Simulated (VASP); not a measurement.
# AlP (F-43m) in VASP: notebook

Runs on AlP. Level: PBEsol. Tasks: single point.

All numbers are computed with VASP 6.6.1; they aren't measurements. Logs are shortened: lines on timing, memory, paths and dates and some standing lists are left out, and cuts for length are marked.

**What was measured.**

From a printed reference work, data compilation, for a bulk crystal of AlP at 4.2 K: band gap 2.505 eV (indirect).

The results are compared with them further down.

## (1) The structure

The structure is cubic, space group F-43m (No. 216). The conventional cell has a = 5.471 Å, b = 5.471 Å, c = 5.471 Å, α = 90.00°, β = 90.00°, γ = 90.00°. Al (site symmetry -43m) is surrounded by 4 P at 2.37 Å. P (site symmetry -43m) is surrounded by 4 Al at 2.37 Å.

The cell is a database's computed one.

## (2) Single point, PBEsol

INCAR reads:

```
SYSTEM = AlP
PREC = Accurate ; ENCUT = 700
EDIFF = 1E-6 ; ISMEAR = 0
SIGMA = 0.02 ; LREAL = .FALSE.
LASPH = .TRUE. ; NELM = 60
ALGO = Normal ; ISIF = 2
LWAVE = .FALSE. ; LCHARG = .FALSE.
GGA = PS
```

KPOINTS reads:

```
Automatic mesh
0
G
  8 8 8
  0 0 0
```

POSCAR reads:

```
AlP
1.0
    0.0000000000      2.7357100000      2.7357100000
    2.7357100000      0.0000000000      2.7357100000
    2.7357100000      2.7357100000      0.0000000000
Al P
1 1
Direct
    0.0000000000      0.0000000000      0.0000000000
    0.2500000000      0.2500000000      0.2500000000
```

Potentials or basis: VASP PAW PBE potentials, release 64 (Al, P).

On the command line:

```console
$ cat potpaw_PBE.64/Al/POTCAR potpaw_PBE.64/P/POTCAR > POTCAR
$ mpirun -np 1 vasp_std > vasp.out
```

OUTCAR:

```text
SYSTEM = AlP
   PREC = Accurate
   ENCUT = 700
   EDIFF = 1E-6
   ISMEAR = 0
   LREAL = .FALSE.
   LASPH = .TRUE.
   NELM = 60
   ISIF = 2
   GGA = PS

 ion  position               nearest neighbor table
   1  0.000  0.000  0.000-   2 2.37   2 2.37   2 2.37   2 2.37
   2  0.250  0.250  0.250-   1 2.37   1 2.37   1 2.37   1 2.37

  LATTYP: Found a face centered cubic cell.
 ALAT       =     5.4714200000

  Lattice vectors:

 A1 = (   0.0000000000,   2.7357100000,   2.7357100000)
 A2 = (   2.7357100000,   0.0000000000,   2.7357100000)
 A3 = (   2.7357100000,   2.7357100000,   0.0000000000)

Analysis of symmetry for initial positions (statically):
=====================================================================
 Subroutine PRICEL returns:
 Original cell was already a primitive cell.

 Routine SETGRP: Setting up the symmetry group for a
 face centered cubic supercell.

 Subroutine GETGRP returns: Found 24 space group operations
 (whereof 24 operations were pure point group operations)
 out of a pool of 48 trial point group operations.

The static configuration has the point symmetry T_d .

Analysis of symmetry for dynamics (positions and initial velocities):
=====================================================================
 Subroutine PRICEL returns:
 Original cell was already a primitive cell.

 Routine SETGRP: Setting up the symmetry group for a
 face centered cubic supercell.

 Subroutine GETGRP returns: Found 24 space group operations
 (whereof 24 operations were pure point group operations)
 out of a pool of 48 trial point group operations.

The dynamic configuration has the point symmetry T_d .

 Subroutine INISYM returns: Found 24 space group operations
 (whereof 24 operations are pure point group operations),
 and found     1 'primitive' translations

----------------------------------------------------------------------------------------

                                     Primitive cell

  volume of cell :      40.9487

  direct lattice vectors                    reciprocal lattice vectors
     0.000000000  2.735710000  2.735710000    -0.182767910  0.182767910  0.182767910
     2.735710000  0.000000000  2.735710000     0.182767910 -0.182767910  0.182767910
     2.735710000  2.735710000  0.000000000     0.182767910  0.182767910 -0.182767910

  length of vectors
     3.868878185  3.868878185  3.868878185     0.316563307  0.316563307  0.316563307

  position of ions in fractional coordinates (direct lattice)
     0.000000000  0.000000000  0.000000000
     0.250000000  0.250000000  0.250000000

  ion indices of the primitive-cell ions
   primitive index   ion index
                 1           1
                 2           2

----------------------------------------------------------------------------------------

 KPOINTS: Automatic mesh

Automatic generation of k-mesh.
 Grid dimensions read from file:
 generate k-points for:    8    8    8

 Generating k-lattice:

  Cartesian coordinates                     Fractional coordinates (reciprocal lattice)
    -0.022845989  0.022845989  0.022845989     0.125000000  0.000000000  0.000000000
     0.022845989 -0.022845989  0.022845989     0.000000000  0.125000000  0.000000000
     0.022845989  0.022845989 -0.022845989     0.000000000  0.000000000  0.125000000

  Length of vectors
     0.039570413  0.039570413  0.039570413

  Shift w.r.t. Gamma in fractional coordinates (k-lattice)
     0.000000000  0.000000000  0.000000000

 Subroutine IBZKPT returns following result:
 ===========================================

 Found     29 irreducible k-points:

 Following reciprocal coordinates:
            Coordinates               Weight
  0.000000  0.000000  0.000000      1.000000
  0.125000  0.000000  0.000000      8.000000
  0.250000  0.000000  0.000000      8.000000
  0.375000  0.000000  0.000000      8.000000
  0.500000  0.000000  0.000000      4.000000
  0.125000  0.125000  0.000000      6.000000
[... 16 lines left out ...]
  0.500000  0.250000  0.125000     48.000000
 -0.375000  0.250000  0.125000     24.000000
 [... further k-points ...]
   k-points           NKPTS =     29   k-points in BZ     NKDIM =     29   number of bands    NBANDS=      8
   number of dos      NEDOS =    301   number of ions     NIONS =      2
   total plane-waves  NPLWV =  46656
   dimension x,y,z NGX =    36 NGY =   36 NGZ =   36
   dimension x,y,z NGXF=    72 NGYF=   72 NGZF=   72
   ions per type =               1   1
   NGX,Y,Z   is equivalent  to a cutoff of  15.47, 15.47, 15.47 a.u.
   NGXF,Y,Z  is equivalent  to a cutoff of  30.94, 30.94, 30.94 a.u.
 SYSTEM =  AlP
   PREC   = accura    normal or accurate (medium, high low for compatibility)
   ISTART =      0    job   : 0-new  1-cont  2-samecut
   ICHARG =      2    charge: 1-file 2-atom 10-const
   ISPIN  =      1    spin polarized calculation?
   LNONCOLLINEAR =      F non collinear calculations
   LSORBIT =      F    spin-orbit coupling
   LASPH  =      T    aspherical Exc in radial PAW
   ENCUT  =  700.0 eV  51.45 Ry    7.17 a.u.   8.35  8.35  8.35*2*pi/ulx,y,z
   NELM   =     60;   NELMIN=  2; NELMDL= -5     # of ELM steps
   EDIFF  = 0.1E-05   stopping-criterion for ELM
   LREAL  =      F    real-space projection
   EDIFFG = 0.1E-04   stopping-criterion for IOM
   NSW    =      0    number of steps for IOM
   IBRION =     -1    ionic relax: 0-MD 1-quasi-New 2-CG
   NFREE  =      0    steps in history (QN), initial steepest desc. (CG)
   ISIF   =      2    stress and relaxation
   ISYM   =      2    0-nonsym 1-usesym 2-fastsym
   POTIM  = 0.5000    time-step for ionic-motion
   TEBEG  =    0.0;   TEEND  =   0.0 temperature during run
   PSTRESS=    0.0 pullay stress
   NELECT =       8.0000    total number of electrons
   NUPDOWN=      -1.0000    fix difference up-down
   EMIN   =  10.00;   EMAX   =-10.00  energy-range for DOS
   EFERMI =   0.00;   METHOD = LEGACY
   ISMEAR =     0;   SIGMA  =   0.02  broadening in eV -4-tet -1-fermi 0-gaus
   EFERMI_NEDOS =   21; number of points for ismear=-14 and -15
   IALGO  =     38    algorithm
   IMIX   =      4    mixing-type and parameters
     AMIX     =   0.40;   BMIX     =  1.00
     AMIX_MAG =   1.60;   BMIX_MAG =  1.00
  volume/ion in A,a.u.               =      20.47       138.17
  Fermi-wavevector in a.u.,A,eV,Ry     =   0.949930  1.795107 12.277439  0.902366
  Thomas-Fermi vector in A             =   2.078259
   LORBIT       =      0    0 simple, 1 ext, 2 COOP (PROOUT), +10 PAW based schemes
   GGA     = PS    functional components
   LHFCALC =     F    Hartree Fock is set to
   AEXX    =    0.0000 exact exchange contribution
   IVDW    =     0    specifies the selected vdW correction
   LEPSILON=     F    determine dielectric tensor
   LRPA    =     F    only Hartree local field effects (RPA)
 non-spin polarized calculation
 Gauss-broadening in eV      SIGMA  =   0.02
  energy-cutoff  :      700.00
  volume of cell :       40.95
 maximum number of plane-waves:      1759
 NGX is ok and might be reduce to    36
   NGX = 17   NGY = 17   NGZ = 17

 number of electron       8.0000000 magnetization

 Free energy of the ion-electron system (eV)
  ---------------------------------------------------
  ext. energy  EPLUGINS =         0.00000000
  ---------------------------------------------------
  free energy    TOTEN  =       -10.99567743 eV

  energy without entropy =      -10.99567743  energy(sigma->0) =      -10.99567743

 E-fermi :   4.6235     XC(G=0):  -9.3409

 val. band max:        4.4778575573   @ k =   0.0000   0.0000   0.0000
 cond. band min:       5.9285218004   @ k =   0.5000   0.5000   0.0000
 fundamental gap:      1.4506642431
 Fermi energy:         4.6234770445

 k-point     1 :       0.0000    0.0000    0.0000
  band No.  band energies     occupation
      1      -7.0136      2.00000
      2       4.4779      2.00000
      3       4.4779      2.00000
      4       4.4779      2.00000
      5       7.6287      0.00000
      6       8.9812      0.00000
      7       8.9812      0.00000
      8       8.9812      0.00000

 k-point     2 :       0.1250    0.0000    0.0000
  band No.  band energies     occupation
      1      -6.8412      2.00000
      2       3.2382      2.00000
      3       4.3290      2.00000
      4       4.3290      2.00000
      5       8.0726      0.00000
      6       9.2646      0.00000
      7       9.2646      0.00000
      8       9.4782      0.00000

 k-point     3 :       0.2500    0.0000    0.0000
  band No.  band energies     occupation
      1      -6.3558      2.00000
      2       1.2825      2.00000
      3       4.0342      2.00000
      4       4.0342      2.00000
      5       7.7006      0.00000
      6       9.5651      0.00000
      7       9.5651      0.00000
      8      11.2809      0.00000

 k-point     4 :       0.3750    0.0000    0.0000
  band No.  band energies     occupation
      1      -5.7022      2.00000
      2      -0.3614      2.00000
      3       3.7991      2.00000
      4       3.7991      2.00000
      5       7.3235      0.00000
      6       9.3692      0.00000
      7       9.3692      0.00000
      8      12.4597      0.00000

 k-point     5 :       0.5000    0.0000    0.0000
  band No.  band energies     occupation
      1      -5.3306      2.00000
      2      -1.0752      2.00000
      3       3.7139      2.00000
      4       3.7139      2.00000
      5       7.1877      0.00000
      6       9.2243      0.00000
      7       9.2243      0.00000
      8      12.5409      0.00000
[... 177 lines left out ...]
 k-point    22 :       0.3750    0.2500    0.1250
  band No.  band energies     occupation
      1      -5.9448      2.00000
      2       0.9632      2.00000
      3       2.5662      2.00000
      4       3.5588      2.00000
      5       8.2455      0.00000
      6       9.2133      0.00000
      7       9.8327      0.00000
      8      11.2209      0.00000

 k-point    23 :       0.5000    0.2500    0.1250
  band No.  band energies     occupation
      1      -5.3461      2.00000
      2      -0.1489      2.00000
      3       1.9969      2.00000
      4       3.1721      2.00000
      5       8.3388      0.00000
      6       9.1808      0.00000
      7      10.4282      0.00000
      8      11.5079      0.00000

 k-point    24 :      -0.3750    0.2500    0.1250
  band No.  band energies     occupation
      1      -5.0175      2.00000
      2      -0.7104      2.00000
      3       1.8621      2.00000
      4       2.9833      2.00000
      5       8.3360      0.00000
      6       8.9120      0.00000
      7      11.2955      0.00000
      8      12.0869      0.00000

 [... further k-points ...]

------------------------ aborting loop because EDIFF is reached ----------------------------------------

  FORCE on cell =-STRESS in cart. coord.  units (eV):
  Direction    XX          YY          ZZ          XY          YZ          ZX
  --------------------------------------------------------------------------------------
  -------------------------------------------------------------------------------------
  Total        0.0016296      0.0016296      0.0016296      0.0000000      0.0000000     -0.0000000
  in kB        0.0637605      0.0637605      0.0637605      0.0000000      0.0000000     -0.0000000
  external PRESSURE =       0.0637605 kB  Pullay stress =       0.0000000 kB

 VOLUME and BASIS-vectors are now :
 -----------------------------------------------------------------------------
  energy-cutoff  :      700.00
  volume of cell :       40.95
      direct lattice vectors                 reciprocal lattice vectors
     0.000000000  2.735710000  2.735710000    -0.182767910  0.182767910  0.182767910
     2.735710000  0.000000000  2.735710000     0.182767910 -0.182767910  0.182767910
     2.735710000  2.735710000  0.000000000     0.182767910  0.182767910 -0.182767910

 POSITION                                       TOTAL-FORCE (eV/Angst)
 -----------------------------------------------------------------------------------
      0.00000      0.00000      0.00000        -0.000000     -0.000000     -0.000000
      1.36786      1.36786      1.36786         0.000000      0.000000      0.000000
 -----------------------------------------------------------------------------------
    total drift:                               -0.000000     -0.000000     -0.000000

  FREE ENERGIE OF THE ION-ELECTRON SYSTEM (eV)
  ---------------------------------------------------
  free  energy   TOTEN  =       -10.9956774301 eV

  energy  without entropy=      -10.9956774301  energy(sigma->0) =      -10.99567743
```

Wall time 9.3 s (1 thread of Intel Xeon Platinum 8559C (Emerald Rapids), shared host); peak memory 0.2 GiB.

Results:

| Item | Value |
| --- | --- |
| Free energy | -10.9957 eV |
| Pressure | 0.0 GPa |
| Band gap on the k mesh | 1.45 eV, indirect (least direct gap 3.15 eV) |

Levels at points of the mesh, in eV from the valence-band top:
```csv
k point,band 1,band 2,band 3,band 4,band 5,band 6,band 7,band 8
"(0.00, 0.00, 0.00)",-11.49,0.00,0.00,0.00,3.15,4.50,4.50,4.50
"(0.50, 0.00, 0.00)",-9.81,-5.55,-0.76,-0.76,2.71,4.75,4.75,8.06
"(0.50, 0.50, 0.00)",-9.15,-5.32,-2.11,-2.11,1.45,2.37,10.94,10.94
```

Caveat: the PAW data sets were made with another functional, which shifts forces and pressure a little.

## (3) Single point, PBEsol

Edit INCAR of step 2 so:

```diff
@@ -1,3 +1,3 @@
 SYSTEM = AlP
-PREC = Accurate ; ENCUT = 700
+PREC = Accurate ; ENCUT = 520
 EDIFF = 1E-6 ; ISMEAR = 0
```

KPOINTS reads:

```
Automatic mesh
0
G
  14 14 14
  0 0 0
```

POSCAR is that of step 2.

Potentials or basis: VASP PAW PBE potentials, release 64 (Al, P).

On the command line:

```console
$ cat potpaw_PBE.64/Al/POTCAR potpaw_PBE.64/P/POTCAR > POTCAR
$ mpirun -np 1 vasp_std > vasp.out
```

Wall time 23 s (1 thread of Intel Xeon Platinum 8559C (Emerald Rapids), shared host); peak memory 0.18 GiB.

It converged, with:

```
Free energy            : -10.9963 eV
Pressure               : 0.0 GPa
Band gap on the k mesh : 1.45 eV, indirect (least direct gap 3.15 eV)
```

Levels at points of the mesh, in eV from the valence-band top:
| k point | band 1 | band 2 | band 3 | band 4 | band 5 | band 6 | band 7 | band 8 |
| --- | --- | --- | --- | --- | --- | --- | --- | --- |
| (0.00, 0.00, 0.00) | -11.49 | 0.00 | 0.00 | 0.00 | 3.15 | 4.50 | 4.50 | 4.50 |
| (0.50, 0.00, 0.00) | -9.81 | -5.55 | -0.76 | -0.76 | 2.71 | 4.75 | 4.75 | 8.06 |
| (0.50, 0.50, 0.00) | -9.15 | -5.32 | -2.11 | -2.11 | 1.45 | 2.37 | 10.94 | 10.94 |

Caveat: the PAW data sets were made with another functional, which shifts forces and pressure a little.

## (4) Single point, PBEsol

Edit INCAR of step 3 so:

```diff
@@ -3,3 +3,3 @@
 EDIFF = 1E-6 ; ISMEAR = 0
-SIGMA = 0.02 ; LREAL = .FALSE.
+SIGMA = 0.5 ; LREAL = .FALSE.
 LASPH = .TRUE. ; NELM = 60
```

KPOINTS reads:

```
Automatic mesh
0
G
  8 8 8
  0 0 0
```

POSCAR is that of step 3.

On the command line:

```console
$ cat potpaw_PBE.64/Al/POTCAR potpaw_PBE.64/P/POTCAR > POTCAR
$ mpirun -np 1 vasp_std > vasp.out
```

Run time: 9.2 s. Hardware: 1 thread of Intel Xeon Platinum 8559C (Emerald Rapids), shared host; peak memory 0.16 GiB.

It converged, with:

- Free energy: -10.9954 eV
- Pressure: 0.0 GPa
- Band gap on the k mesh: 1.45 eV, indirect (least direct gap 3.15 eV)

Levels at points of the mesh, in eV from the valence-band top:
| k point | band 1 | band 2 | band 3 | band 4 | band 5 | band 6 | band 7 | band 8 |
| --- | --- | --- | --- | --- | --- | --- | --- | --- |
| (0.00, 0.00, 0.00) | -11.49 | 0.00 | 0.00 | 0.00 | 3.15 | 4.50 | 4.50 | 4.50 |
| (0.50, 0.00, 0.00) | -9.81 | -5.55 | -0.76 | -0.76 | 2.71 | 4.75 | 4.75 | 8.06 |
| (0.50, 0.50, 0.00) | -9.15 | -5.32 | -2.11 | -2.11 | 1.45 | 2.37 | 10.94 | 10.94 |

Caveat: the PAW data sets were made with another functional, which shifts forces and pressure a little.

## (5) Summary

```tsv
k mesh	cutoff (eV)	smearing	gap on the mesh (eV)	pressure (GPa)
8 × 8 × 8	700	gaussian 0.02 eV	1.45	0.0
14 × 14 × 14	520	gaussian 0.02 eV	1.45	0.0
8 × 8 × 8	520	gaussian 0.5 eV	1.45	0.0
```

Alike in all rows: task single point; level PBEsol; potentials or basis VASP PAW PBE potentials, release 64 (Al, P); no spin polarisation; cell as given.

On the cell as given the gap runs from 1.45 eV (PBEsol) to 1.45 eV (PBEsol); the meshes differ, which moves gaps too.

Caveats: the PAW data sets were made with another functional, which shifts forces and pressure a little.

Total energies depend on the potentials used, so only differences within one code and one set of settings carry meaning.

## (6) Comparison with measurements

Step 2. Against the measured gap of AlP, 2.505 eV (indirect; 4.2 K; a printed reference work, data compilation), the calculated 1.45 eV is off by -1.05 eV. The value is that of PBEsol on a finite k mesh, which can miss the band edges, without temperature or zero-point motion. Semilocal functionals fall short of measured gaps as a rule. The cell is a database's relaxed one, not the measured one, which moves gaps too.

Step 3. Measured gap of AlP: 2.505 eV (indirect; 4.2 K; a printed reference work, data compilation). This calculation gives 1.45 eV (-1.05 eV). The value is that of PBEsol on a finite k mesh, which can miss the band edges, without temperature or zero-point motion. Semilocal functionals fall short of measured gaps as a rule. The cell is a database's relaxed one, not the measured one, which moves gaps too.

Step 4. A measured gap of AlP is 2.505 eV (indirect; 4.2 K; a printed reference work, data compilation); the calculated 1.45 eV misses it by -1.05 eV. The value is that of PBEsol on a finite k mesh, which can miss the band edges, without temperature or zero-point motion. Semilocal functionals fall short of measured gaps as a rule. The cell is a database's relaxed one, not the measured one, which moves gaps too.
